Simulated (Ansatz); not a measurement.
**A decomposition energy, worked out: Ca4F**

All numbers below come from DFT PBE, scalar-relativistic, plane waves, PAW in Ansatz. All cells share a 420 eV cutoff and Γ-centred k meshes spaced at most about 0.3 Å⁻¹ (about 0.25 or finer for metals, 2π included). No spin polarisation.

Formation energies are uncorrected and refer to the elements' standard structures at the same level (F₂ as a molecule).

These are static total energies at zero pressure. A magnetic state wasn't ruled out in cells without spin, among them Ca4F Pm-3m.

A trial structure of Ca4F (reached from: Mn4N type (Pm-3m); relaxed: space group Pm-3m (No. 221), a = 5.423 Å) has a formation energy of -0.981 eV/atom. At its composition the lowest mixture among the elements and 1 reference phase computed alike (others may be missing) consists of these:

```
       phase             source  ΔE_f (eV/atom)
  Ca (solid)            element           0.000
CaF2 (Fm-3m)  Materials Project          -3.921
```

Question: Write the balanced decomposition and find its energy per atom, per formula unit and per mole of formula units.

Answer: Balancing Ca and F gives 2 Ca4F → 7 Ca + CaF2. The left side holds 10 atoms, and the products take 7/10 (Ca) and 3/10 (CaF2) of them. The mixture therefore lies at 7/10 × (0.000) + 3/10 × (-3.921) = -1.176 eV/atom. The reaction energy is -1.176 − (-0.981) = -0.195 eV/atom. Times 5 atoms that is -0.975 eV per Ca4F, and times 96.485 it is -94 kJ per mole of Ca4F. Decomposition is downhill, so the trial structure is unstable against this mixture.
